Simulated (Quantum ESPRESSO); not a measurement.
BeTe:

```xyz
2
Lattice="0.0000 2.7700 2.7700 2.7700 0.0000 2.7700 2.7700 2.7700 0.0000" Properties=species:S:1:pos:R:3 pbc="T T T"
Te    4.1550    4.1550    4.1550
Be    0.0000    0.0000    0.0000
```

Base run:

* Program: Quantum ESPRESSO 7.5
* Functional: RPBE
* Potentials or basis: SG15 PBE 1.2
* Cutoff: 952 eV
* Density cutoff: 3810 eV
* k mesh: 8 × 8 × 8
* Occupations: fermi-dirac, width 0.05 eV
* Spin: no spin polarisation

Its results: band gap on the k mesh 1.94 eV, indirect (least direct gap 3.63 eV); pressure 6.5 GPa.

**Question.** After a change of settings the same cell gave: band gap on the k mesh 1.85 eV, indirect (least direct gap 3.60 eV); pressure 2.3 GPa. Which change was it?
A. functional from RPBE to SCAN; k mesh from 8 × 8 × 8 to 6 × 6 × 6
B. functional from RPBE to BLYP
C. functional from RPBE to HLE16
D. functional from RPBE to AM05

**Answer.** D.

AM05 binds more tightly than RPBE, so the same cell stands under less pressure.

Caveats: the potentials were made for another functional, which shifts forces and pressure; spin-orbit coupling is left out, which moves the levels of the heavy elements.

Runs at the PBE level aren't shown here.
